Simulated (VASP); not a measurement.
Write the native input for VASP 6.6.1 that does the following.

```yaml
Task: relaxation of the atoms
Functional: PBE
Potentials_or_basis: VASP PAW PBE potentials, release 64 (Rb_sv, Cl)
Cutoff: 600 eV
k_mesh: 8 × 8 × 8
Occupations: gaussian, width 0.03 eV
Spin: no spin polarisation
Further_INCAR_settings: ALGO = Normal; EDIFF = 1e-07; IBRION = 2; EDIFFG = -0.01; NSW = 40
```

The structure of RbCl lies in POSCAR:

```
RbCl                                    
1.0
    0.0000000000      3.3502273621      3.3502273621
    3.3502273621      0.0000000000      3.3502273621
    3.3502273621      3.3502273621      0.0000000000
  Rb              Cl            
     1     1
Direct
     0.0000000000000000    0.0000000000000000    0.0000000000000000
     0.5000000000000000    0.5000000000000000    0.5000000000000000
```

One way to write it, as run:

INCAR

```
SYSTEM = RbCl
  PREC = Accurate
  ENCUT = 600
  EDIFF = 1E-7
  ISMEAR = 0
  SIGMA = 0.03
  LREAL = .FALSE.
  LASPH = .TRUE.
  NELM = 80
  ALGO = Normal
  ISIF = 2
  LWAVE = .FALSE.
  LCHARG = .FALSE.
  GGA = PE
  IBRION = 2
  NSW = 40
  EDIFFG = -0.01
```

KPOINTS

```
regular mesh
0
G
  8 8 8
  0 0 0
```

Potentials or basis: VASP PAW PBE potentials, release 64 (Rb_sv, Cl).

Run with:

```sh
$ cat potpaw_PBE.64/Rb_sv/POTCAR potpaw_PBE.64/Cl/POTCAR > POTCAR
$ mpirun -np 1 vasp_std > vasp.out
```

Results of the run:

The pressure after relaxing is 0.0 GPa and the band gap on the k mesh is 4.83 eV, direct.

Caveat: the relaxation stopped at its first step, so nothing moved.

Wall time 14 s on 1 thread of Intel(R) Xeon(R) 6975P-C (Granite Rapids), with other jobs on the host, peak memory 0.25 GiB.
